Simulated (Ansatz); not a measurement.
Input and command of a calculation in Ansatz (plane waves; scalar-relativistic PAW potentials unless the input names others):

```yaml
crystal:
  lattice:
    - [0.0, 2.0847181377, 2.0847181377]
    - [2.0847181377, 0.0, 2.0847181377]
    - [2.0847181377, 2.0847181377, 0.0]
  atoms:
    - { symbol: P, position: [0.0, 0.0, 0.0] }
basis:
  ecutwfc: 420
kpoints:
  mp_grid: { grid: [6, 6, 6] }
hamiltonian:
  xc: pbe
scf:
  occupations: { method: gaussian, width: 0.1 }
output:
  forces: true
  eigenvalues: true
  stress: true
```

```bash
ansatz run input.yaml --threads 1 --pin off --max-ram 1331MiB --backend cpu --events-out ev --progress --plain --runs-dir out
```

Abridged log:
```
Basis set: ecut = 420 eV, 339 PW (Γ), exchange–correlation on 40×40×40 points (8 copies of the dense FFT grid, shifted against one another)
Bands: 7, of which v1, the nominal top of the filled ones, is band 3 counted from 1 (2 counted from 0)
Symmetry: 48 space group operations
k-points: 16 of 216
SCF iter   1: F=—  HF=-754.688703 eV  |F-HF|=—  |Δ(HF+E_count)|=         —  Δρ=1.38e-3  dr2=2.04e-4  ethr=1.77e-3  ⟨swp⟩=6.9  Hψ=1074  notcnv=0
SCF iter   2: F=—  HF=-754.688882 eV  |F-HF|=—  |Δ(HF+E_count)|=   1.79e-4  Δρ=7.12e-4  dr2=5.64e-5  ethr=4.09e-6  ⟨swp⟩=2.3  Hψ=285  notcnv=0
SCF iter   3: F=—  HF=-754.688961 eV  |F-HF|=—  |Δ(HF+E_count)|=   7.91e-5  Δρ=7.07e-5  dr2=9.24e-7  ethr=1.13e-6  ⟨swp⟩=2.2  Hψ=140  notcnv=0
SCF iter   4: F=—  HF=-754.688961 eV  |F-HF|=—  |Δ(HF+E_count)|=   3.94e-7  Δρ=2.74e-5  dr2=1.20e-7  ethr=1.85e-8  ⟨swp⟩=2.1  Hψ=139  notcnv=0
SCF iter   5: F=-754.688961 eV  HF=-754.688961 eV  |F-HF|=1.63e-9  |Δ(HF+E_count)|=   4.06e-8  Δρ=4.12e-6  dr2=3.33e-9  ethr=2.39e-9  ⟨swp⟩=2.1  Hψ=146  notcnv=0
SCF iter   6: F=-754.688961 eV  HF=-754.688961 eV  |F-HF|=6.14e-11  |Δ(HF+E_count)|=   1.22e-9  Δρ=7.09e-7  dr2=9.94e-11  ethr=6.65e-11  ⟨swp⟩=3.8  Hψ=590  notcnv=0
SCF 1 converged in 6 iterations: F = -754.688961 eV  dr2 = 9.94e-11
SCF converged after 6 iterations
Free energy (F): -754.688961 eV
Harris-Foulkes:  -754.688961 eV  (|F-HF|=6.14e-11)
Internal energy: -754.678209 eV  (E = F + TS)
E sigma→0 (E₀):  -754.683585 eV
Entropy (-TS):   -0.010751 eV (-10.751 meV/atom)
Fermi energy:    8.193348 eV
--- Forces (eV/Å), atoms counted from 1 ---
  atom   1  P      0.00000000     0.00000000     0.00000000
--- Stress (GPa, compression-positive) ---
      -13.058319       0.000000       0.000000
        0.000000     -13.058319       0.000000
        0.000000       0.000000     -13.058319
  P = ⅓ Tr σ = -13.0583 GPa (-130.583 kbar)
```

Apart from outputs and empty bands, the input differs from a reference run on usual settings in kpoints.mp_grid.grid: [18, 18, 18] → [6, 6, 6]. The reference, at the same geometry (not necessarily relaxed), gave pressure -13.23 GPa, largest force 0.000 eV/Å, no gap on the mesh. This run converged in 6 SCF iterations (reference: 6) with an energy at zero smearing 29.60 meV/atom below the reference's, pressure -13.06 GPa, largest force 0.000 eV/Å, no gap on the mesh. Its k mesh is looser than usual, and the result moved.